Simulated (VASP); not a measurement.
BeSe, 2 atoms in the cell. It takes space group F-43m (No. 216, cubic). The conventional cell has a = 5.081 Å, b = 5.081 Å, c = 5.081 Å, α = 90.00°, β = 90.00°, γ = 90.00°. Around Be (site symmetry -43m) lie 4 Se at 2.20 Å. Se (site symmetry -43m) has 4 Be at 2.20 Å as nearest neighbours. 

```yaml
Program: VASP 6.6.1
Task: single point
Functional: LDA
Potentials_or_basis: VASP PAW LDA potentials, release 64 (Be, Se)
Cutoff: 520 eV
k_mesh: 10 × 10 × 10
Occupations: gaussian, width 0.02 eV
Spin: no spin polarisation
Dipole_correction: no
Further_INCAR_settings: ALGO = Normal; EDIFF = 1e-06; NBANDS = 11
```

Potentials or basis: VASP PAW LDA potentials, release 64 (Be, Se).

Command:

```bash
$ cat potpaw_LDA.64/Be/POTCAR potpaw_LDA.64/Se/POTCAR > POTCAR
$ mpirun -np 1 vasp_std > vasp.out
```

Hardware: 1 thread of Intel(R) Xeon(R) 6975P-C (Granite Rapids) (shared host).

**Question.** How long does it take, and how much memory?

**Answer.** Run time: 8.4 s on 1 thread of Intel(R) Xeon(R) 6975P-C (Granite Rapids), with other jobs on the host, peak memory 0.14 GiB. Counts: scf iterations 10, k points 47.
